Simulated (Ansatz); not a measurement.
# AgCl: a vibration from a frozen displacement

The calculation used DFT PBE, scalar-relativistic, plane waves, PAW in Ansatz 0.2.0. Cutoff 420 eV, Γ-centred 8×8×8 k-points, Gaussian smearing of 0.05 eV. No spin polarisation. Energies are free energies at this smearing, counted from the undisturbed cell; pressure is positive in compression.

The starting cell (as given, not relaxed at this level; it stands at 1.6 GPa):

```
Ag Cl
1.0
     0.00000    2.77315    2.77315
     2.77315    0.00000    2.77315
     2.77315    2.77315    0.00000
Ag Cl
1 1
Cartesian
  2.7731 2.7731 2.7731
  0.0000 0.0000 0.0000
```

Every Ag atom is moved by x along the Cartesian unit vector (0.000, 0.000, -1.000); the cell and all other atoms stay fixed. The cell's volume is 42.65 Å³; the moved atoms weigh 107.868 u together and the others 35.450 u. Some rows repeat others by symmetry and weren't run.

| x (Å) | ΔE (meV/cell) | total force on the moved atoms along the move (eV/Å) | pressure (GPa) |
| --- | --- | --- | --- |
| -0.1000 | 5.92 | 0.1226 | 1.7760 |
| -0.0875 | 4.49 | 0.1055 | 1.7373 |
| -0.0750 | 3.28 | 0.0892 | 1.7041 |
| -0.0625 | 2.26 | 0.0734 | 1.6760 |
| -0.0500 | 1.44 | 0.0581 | 1.6532 |
| -0.0375 | 0.81 | 0.0432 | 1.6355 |
| -0.0250 | 0.36 | 0.0286 | 1.6230 |
| -0.0125 | 0.09 | 0.0143 | 1.6155 |
| 0.0000 | 0.00 | 0.0000 | 1.6130 |
| 0.0125 | 0.09 | -0.0143 | 1.6155 |
| 0.0250 | 0.36 | -0.0286 | 1.6230 |
| 0.0375 | 0.81 | -0.0432 | 1.6355 |
| 0.0500 | 1.44 | -0.0581 | 1.6532 |
| 0.0625 | 2.26 | -0.0734 | 1.6760 |
| 0.0750 | 3.28 | -0.0892 | 1.7041 |
| 0.0875 | 4.49 | -0.1055 | 1.7373 |
| 0.1000 | 5.92 | -0.1226 | 1.7760 |

What frequency belongs to this motion?

The force constant is k = −dF/dx = 1.144 eV/Å², from the parabola through x = -0.0125, 0 and 0.0125. In every cell the moved atoms swing against the rest, so the mass is μ = m₁m₂/(m₁ + m₂) = 26.681 u, and ν̃ = 521.5 cm⁻¹ × √(|k|/μ) = 108 cm⁻¹, at this cell's pressure of 1.6 GPa. To first order in x, and within 1 %, the force on every atom lies along the move and, within each of the two groups, in proportion to the atom's mass, so this is itself a mode at the zone centre of this cell, taken without macroscopic field (the transverse frequency in a polar insulator).

How far does the harmonic law reach?

At x = -0.100 Å, kx²/2 = 5.72 meV against the computed 5.92 meV (+3.5 %): the well is still close to harmonic there.